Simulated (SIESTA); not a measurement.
BeS:

```
CELL_PARAMETERS angstrom
0.00000 2.42500 2.42500
2.42500 0.00000 2.42500
2.42500 2.42500 0.00000
ATOMIC_POSITIONS crystal
S 0.75000 0.75000 0.75000
Be 0.00000 0.00000 0.00000
```

Base run:

* Program: SIESTA 5.4.2
* Functional: LDA
* Potentials or basis: PseudoDojo 0.4 standard (LDA files)
* Basis: DZP (energy shift 0.003 Ry; two zetas on semicore shells)
* Grid cutoff: 800 Ry
* Energy shift: 0.003 Ry
* k mesh: 9 × 9 × 9
* Occupations: fermi-dirac, width 0.05 eV
* Spin: no spin polarisation

Its results: band gap on the k mesh 3.02 eV, indirect (least direct gap 5.37 eV); pressure -3.8 GPa.

Question: The run is repeated on the same cell with these changes: functional from LDA to PBEsol; potentials or basis from PseudoDojo 0.4 standard (LDA files) to PseudoDojo 0.4 standard (PBEsol files). What comes out?

Answer: Band gap on the k mesh 3.02 eV, indirect (least direct gap 5.44 eV); pressure -1.0 GPa.

Caveats: short orbitals over semicore shells can move pressures by several GPa; the mesh misses the band edges, which the band path finds closer together; the basis of atomic orbitals isn't converged, which shifts pressures, moduli and gaps.
